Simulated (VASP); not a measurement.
# Pb (P6_3/mmc) in VASP: a series of runs

The runs below take Pb through single point, with PBEsol.

All numbers are computed with VASP 6.6.1; they aren't measurements. Logs are shortened: lines on timing, memory, paths and dates and some standing lists are left out, and cuts for length are marked.

**1. The crystal as given**

It takes space group P6_3/mmc (No. 194, hexagonal). The conventional cell has a = 3.480 Å, b = 3.480 Å, c = 5.590 Å, α = 90.00°, β = 90.00°, γ = 120.00°. Pb (site symmetry -6m2) is surrounded by 12 Pb at 3.44 to 3.48 Å.

This isn't the form of Pb at room conditions, which is fcc.

**2. Single point, PBEsol**

The input, INCAR:

```
PREC = Accurate
ENCUT = 700
EDIFF = 1E-6
ISMEAR = -1
SIGMA = 0.2
LREAL = False
LASPH = True
NELM = 100
ALGO = Normal
ISIF = 2
LWAVE = False
LCHARG = False
GGA = PS
ADDGRID = False
```

The input, KPOINTS:

```
regular mesh
0
Gamma
  14 14 8
```

The input, POSCAR:

```
Pb
1.0
    3.4800000000      0.0000000000      0.0000000000
   -1.7400000000      3.0137684052      0.0000000000
    0.0000000000      0.0000000000      5.5900000000
Pb
2
Direct
    0.6666666667      0.3333333333      0.7500000000
    0.3333333333      0.6666666667      0.2500000000
```

Potentials or basis: VASP PAW PBE potentials, release 64 (Pb_d).

Command:

```sh
> cat potpaw_PBE.64/Pb_d/POTCAR > POTCAR
> mpirun -np 1 vasp_std > vasp.out
```

OUTCAR:

```text
PREC = Accurate
   ENCUT = 700
   EDIFF = 1E-6
   ISMEAR = -1
   LREAL = False
   LASPH = True
   NELM = 100
   ISIF = 2
   GGA = PS

 Found    120 irreducible k-points:

 Following reciprocal coordinates:
            Coordinates               Weight
  0.000000  0.000000  0.000000      1.000000
  0.071429  0.000000  0.000000      6.000000
  0.142857  0.000000  0.000000      6.000000
  0.214286  0.000000  0.000000      6.000000
  0.285714  0.000000  0.000000      6.000000
  0.357143  0.000000  0.000000      6.000000
   k-points           NKPTS =    120   k-points in BZ     NKDIM =    120   number of bands    NBANDS=     18
   number of dos      NEDOS =    301   number of ions     NIONS =      2
   total plane-waves  NPLWV =  43200
   dimension x,y,z NGX =    30 NGY =   30 NGZ =   48
   dimension x,y,z NGXF=    60 NGYF=   60 NGZF=   96
   ions per type =               2
   NGX,Y,Z   is equivalent  to a cutoff of  14.33, 14.33, 14.28 a.u.
   NGXF,Y,Z  is equivalent  to a cutoff of  28.66, 28.66, 28.55 a.u.
 SYSTEM =  unknown system
   PREC   = accura    normal or accurate (medium, high low for compatibility)
   ISTART =      0    job   : 0-new  1-cont  2-samecut
   ICHARG =      2    charge: 1-file 2-atom 10-const
   ISPIN  =      1    spin polarized calculation?
   LNONCOLLINEAR =      F non collinear calculations
   LSORBIT =      F    spin-orbit coupling
   LASPH  =      T    aspherical Exc in radial PAW
   ENCUT  =  700.0 eV  51.45 Ry    7.17 a.u.   7.51  7.51 12.06*2*pi/ulx,y,z
   NELM   =    100;   NELMIN=  2; NELMDL= -5     # of ELM steps
   EDIFF  = 0.1E-05   stopping-criterion for ELM
   LREAL  =      F    real-space projection
   EDIFFG = 0.1E-04   stopping-criterion for IOM
   NSW    =      0    number of steps for IOM
   IBRION =     -1    ionic relax: 0-MD 1-quasi-New 2-CG
   NFREE  =      0    steps in history (QN), initial steepest desc. (CG)
   ISIF   =      2    stress and relaxation
   ISYM   =      2    0-nonsym 1-usesym 2-fastsym
   POTIM  = 0.5000    time-step for ionic-motion
   TEBEG  =    0.0;   TEEND  =   0.0 temperature during run
   PSTRESS=    0.0 pullay stress
   NELECT =      28.0000    total number of electrons
   NUPDOWN=      -1.0000    fix difference up-down
   EMIN   =  10.00;   EMAX   =-10.00  energy-range for DOS
   EFERMI =   0.00;   METHOD = LEGACY
   ISMEAR =    -1;   SIGMA  =   0.20  broadening in eV -4-tet -1-fermi 0-gaus
   EFERMI_NEDOS =   21; number of points for ismear=-14 and -15
   IALGO  =     38    algorithm
   IMIX   =      4    mixing-type and parameters
     AMIX     =   0.40;   BMIX     =  1.00
     AMIX_MAG =   1.60;   BMIX_MAG =  1.00
  volume/ion in A,a.u.               =      29.31       197.82
  Fermi-wavevector in a.u.,A,eV,Ry     =   1.279658  2.418203 22.279870  1.637524
  Thomas-Fermi vector in A             =   2.412131
   LORBIT       =      0    0 simple, 1 ext, 2 COOP (PROOUT), +10 PAW based schemes
   GGA     = PS    functional components
   LHFCALC =     F    Hartree Fock is set to
   AEXX    =    0.0000 exact exchange contribution
   IVDW    =     0    specifies the selected vdW correction
   LEPSILON=     F    determine dielectric tensor
   LRPA    =     F    only Hartree local field effects (RPA)
 non-spin polarized calculation
  energy-cutoff  :      700.00
  volume of cell :       58.63
 maximum number of plane-waves:      2503
   NGX = 15   NGY = 15   NGZ = 25

 number of electron      27.9999998 magnetization

 Free energy of the ion-electron system (eV)
  ---------------------------------------------------
  ext. energy  EPLUGINS =         0.00000000
  ---------------------------------------------------
  free energy    TOTEN  =        -8.03700218 eV

  energy without entropy =       -7.89679622  energy(sigma->0) =       -7.96689920

 E-fermi :   7.4475     XC(G=0): -10.5063

 val. band max:        7.4470651957   @ k =   0.2857   0.0000   0.2500
 cond. band min:       7.4871297535   @ k =   0.4286   0.1429   0.2500
 fundamental gap:      0.0400645578
 Fermi energy:         7.4474865916

 k-point     1 :       0.0000    0.0000    0.0000
  band No.  band energies     occupation
      1      -9.5729      2.00000
      2      -9.5228      2.00000
      3      -9.5087      2.00000
      4      -9.5087      2.00000
      5      -9.4834      2.00000
      6      -9.4834      2.00000
      7      -9.4417      2.00000
      8      -9.4417      2.00000
      9      -9.2428      2.00000
     10      -9.2428      2.00000
     11      -4.5232      2.00000
     12      -0.5400      2.00000
     13       3.1376      2.00000
     14      13.0393      0.00000
     15      13.0393      0.00000
     16      14.9476      0.00000
     17      14.9476      0.00000
     18      15.6173      0.00000

 k-point     2 :       0.0714    0.0000    0.0000
  band No.  band energies     occupation
      1      -9.5687      2.00000
      2      -9.5323      2.00000
      3      -9.4958      2.00000
      4      -9.4939      2.00000
      5      -9.4807      2.00000
      6      -9.4710      2.00000
      7      -9.4479      2.00000
      8      -9.4470      2.00000
      9      -9.2522      2.00000
     10      -9.2408      2.00000
     11      -4.4338      2.00000
     12      -0.4744      2.00000
     13       3.2440      2.00000
     14      11.9583      0.00000
     15      12.6392      0.00000
     16      14.1920      0.00000
     17      15.1175      0.00000
     18      15.5102      0.00000

 k-point     3 :       0.1429    0.0000    0.0000
  band No.  band energies     occupation
      1      -9.5789      2.00000
      2      -9.5262      2.00000
      3      -9.4844      2.00000
      4      -9.4660      2.00000
      5      -9.4611      2.00000
      6      -9.4596      2.00000
      7      -9.4530      2.00000
      8      -9.4359      2.00000
      9      -9.2774      2.00000
     10      -9.2356      2.00000
     11      -4.1651      2.00000
     12      -0.2803      2.00000
     13       3.5590      2.00000
     14      10.0591      0.00000
     15      11.8617      0.00000
     16      12.8211      0.00000
     17      14.9829      0.00000
     18      15.1218      0.00000

 k-point     4 :       0.2143    0.0000    0.0000
  band No.  band energies     occupation
      1      -9.6086      2.00000
      2      -9.5117      2.00000
      3      -9.4944      2.00000
      4      -9.4802      2.00000
      5      -9.4736      2.00000
      6      -9.4071      2.00000
      7      -9.4025      2.00000
      8      -9.3842      2.00000
      9      -9.3105      2.00000
     10      -9.2295      2.00000
     11      -3.7179      2.00000
     12       0.0285      2.00000
     13       4.0696      2.00000
     14       8.1444      0.05951
     15      11.0686      0.00000
     16      11.1973      0.00000
     17      13.8612      0.00000
     18      14.7202      0.00000

 k-point     5 :       0.2857    0.0000    0.0000
  band No.  band energies     occupation
      1      -9.6414      2.00000
      2      -9.5289      2.00000
      3      -9.5174      2.00000
      4      -9.5000      2.00000
      5      -9.4432      2.00000
      6      -9.3487      2.00000
      7      -9.3462      2.00000
      8      -9.3430      2.00000
      9      -9.3255      2.00000
     10      -9.2241      2.00000
     11      -3.0984      2.00000
     12       0.4034      2.00000
     13       4.7540      2.00000
     14       6.4297      1.98775
     15       9.5134      0.00007
     16      10.3831      0.00000
     17      12.4659      0.00000
     18      14.2887      0.00000

 k-point     6 :       0.3571    0.0000    0.0000
  band No.  band energies     occupation
      1      -9.6699      2.00000
      2      -9.5623      2.00000
      3      -9.5288      2.00000
      4      -9.5170      2.00000
      5      -9.4125      2.00000
      6      -9.3688      2.00000
      7      -9.2959      2.00000
      8      -9.2958      2.00000
      9      -9.2712      2.00000
     10      -9.2201      2.00000
     11      -2.3296      2.00000
     12       0.6953      2.00000
     13       5.1214      1.99998
     14       5.5744      1.99983
     15       7.9441      0.15414
     16       9.8612      0.00001
     17      11.0706      0.00000
     18      13.6852      0.00000

 [... further k-points ...]

------------------------ aborting loop because EDIFF is reached ----------------------------------------

  FORCE on cell =-STRESS in cart. coord.  units (eV):
  Direction    XX          YY          ZZ          XY          YZ          ZX
  --------------------------------------------------------------------------------------
  -------------------------------------------------------------------------------------
  Total        0.2133138      0.2133138      0.8339354      0.0000000      0.0000000      0.0000000
  in kB        5.8294627      5.8294627     22.7898825      0.0000000      0.0000000      0.0000000
  external PRESSURE =      11.4829359 kB  Pullay stress =       0.0000000 kB

 VOLUME and BASIS-vectors are now :
 -----------------------------------------------------------------------------
  energy-cutoff  :      700.00
  volume of cell :       58.63
      direct lattice vectors                 reciprocal lattice vectors
     3.480000000  0.000000000  0.000000000     0.287356322  0.165905250  0.000000000
    -1.740000000  3.013768405  0.000000000     0.000000000  0.331810500  0.000000000
     0.000000000  0.000000000  5.590000000     0.000000000  0.000000000  0.178890877

 POSITION                                       TOTAL-FORCE (eV/Angst)
 -----------------------------------------------------------------------------------
      1.74000      1.00459      4.19250         0.000000      0.000000      0.000000
     -0.00000      2.00918      1.39750        -0.000000      0.000000      0.000000
 -----------------------------------------------------------------------------------
    total drift:                               -0.000000      0.000000      0.000000

  FREE ENERGIE OF THE ION-ELECTRON SYSTEM (eV)
  ---------------------------------------------------
  free  energy   TOTEN  =        -8.0370021778 eV

  energy  without entropy=       -7.8967962155  energy(sigma->0) =       -7.96689920
```

It took 50 s on 1 thread of Intel Xeon 6975P-C (Granite Rapids), shared host; peak memory 0.31 GiB.

The run converged, but some of its settings lie outside the range that counts as converged, so its numbers aren't taken as properties of the crystal.

Results:

```yaml
Free_energy: -8.0370 eV
Pressure: 1.1 GPa
Band_gap_on_the_k_mesh: none (metal or under the smearing width)
```

Caveat: the PAW data sets were made with another functional, which shifts forces and pressure a little.

**3. Single point, PBEsol**

INCAR is that of step 2.

KPOINTS is that of step 2.

The input, POSCAR:

```
Pb
1.0
    3.4800000000      0.0000000000      0.0000000000
   -1.7400000000      3.0137684052      0.0000000000
    0.0000000000      0.0000000000      5.5900000000
Pb
2
Direct
    0.6916670000      0.3496840000      0.7502860000
    0.3559200000      0.6835750000      0.2530120000
```

Potentials or basis: VASP PAW PBE potentials, release 64 (Pb_d).

Command:

```sh
> cat potpaw_PBE.64/Pb_d/POTCAR > POTCAR
> mpirun -np 1 vasp_std > vasp.out
```

OUTCAR:

```text
PREC = Accurate
   ENCUT = 700
   EDIFF = 1E-6
   ISMEAR = -1
   LREAL = False
   LASPH = True
   NELM = 100
   ISIF = 2
   GGA = PS

 Found    788 irreducible k-points:

 Following reciprocal coordinates:
            Coordinates               Weight
  0.000000  0.000000  0.000000      1.000000
  0.071429  0.000000  0.000000      2.000000
  0.000000  0.071429  0.000000      2.000000
 -0.071429  0.071429  0.000000      2.000000
  0.142857  0.000000  0.000000      2.000000
[... 202 lines left out ...]
------------------------ aborting loop because EDIFF is reached ----------------------------------------

  FORCE on cell =-STRESS in cart. coord.  units (eV):
  Direction    XX          YY          ZZ          XY          YZ          ZX
  --------------------------------------------------------------------------------------
  -------------------------------------------------------------------------------------
  Total        0.2149155      0.2164805      0.8371819      0.0051454      0.0001197     -0.0007078
  in kB        5.8732353      5.9160047     22.8786028      0.1406153      0.0032711     -0.0193423
  external PRESSURE =      11.5559476 kB  Pullay stress =       0.0000000 kB

 VOLUME and BASIS-vectors are now :
 -----------------------------------------------------------------------------
  energy-cutoff  :      700.00
  volume of cell :       58.63
      direct lattice vectors                 reciprocal lattice vectors
     3.480000000  0.000000000  0.000000000     0.287356322  0.165905250  0.000000000
    -1.740000000  3.013768405  0.000000000     0.000000000  0.331810500  0.000000000
     0.000000000  0.000000000  5.590000000     0.000000000  0.000000000  0.178890877

 POSITION                                       TOTAL-FORCE (eV/Angst)
 -----------------------------------------------------------------------------------
      1.79855      1.05387      4.19410        -0.003446      0.000588      0.037794
      0.04918      2.06014      1.41434         0.003446     -0.000588     -0.037794
 -----------------------------------------------------------------------------------
    total drift:                                0.000013      0.000000      0.000004

  FREE ENERGIE OF THE ION-ELECTRON SYSTEM (eV)
  ---------------------------------------------------
  free  energy   TOTEN  =        -8.0366988991 eV

  energy  without entropy=       -7.8965142370  energy(sigma->0) =       -7.96660657
```

OSZICAR:

```text
N       E                     dE             d eps       ncg     rms          rms(c)
DAV:   1     0.303397538289E+03    0.30340E+03   -0.17258E+04 28368   0.235E+03
DAV:   2     0.123980370575E+02   -0.29100E+03   -0.28735E+03 28390   0.477E+02
DAV:   3    -0.746138324751E+01   -0.19859E+02   -0.19557E+02 34452   0.154E+02
DAV:   4    -0.805171791393E+01   -0.59033E+00   -0.58778E+00 33558   0.296E+01
DAV:   5    -0.807433840486E+01   -0.22620E-01   -0.22618E-01 34194   0.527E+00    0.869E-01
DAV:   6    -0.804484505762E+01    0.29493E-01   -0.56966E-02 36966   0.359E+00    0.405E-01
DAV:   7    -0.803721199914E+01    0.76331E-02   -0.21259E-02 37044   0.213E+00    0.128E-01
DAV:   8    -0.803670251667E+01    0.50948E-03   -0.10643E-03 36636   0.531E-01    0.134E-02
DAV:   9    -0.803669874614E+01    0.37705E-05   -0.35046E-05 36996   0.102E-01    0.625E-03
DAV:  10    -0.803669889905E+01   -0.15291E-06   -0.15275E-06 22868   0.140E-02
   1 F= -.80366989E+01 E0= -.79666066E+01  d E =-.140185E+00
```

It took 5.1 min on 1 thread of Intel Xeon 6975P-C (Granite Rapids), shared host; peak memory 1.1 GiB.

These settings aren't checked as converged: the numbers below hold their error.

Results:

```
Free energy            : -8.0367 eV
Pressure               : 1.2 GPa
Largest force          : 0.038 eV/Å
Band gap on the k mesh : none (metal or under the smearing width)
```

Caveat: the PAW data sets were made with another functional, which shifts forces and pressure a little.

**4. The reference run**

An earlier run on the cell as given: functional PBEsol; potentials or basis VASP PAW PBE potentials, release 64 (Pb_d); cutoff 520 eV; k mesh 9 × 9 × 5; occupations fermi-dirac, width 0.05 eV; no spin polarisation.

- Pressure: 1.0 GPa
- Band gap on the k mesh: none (metal or under the smearing width)
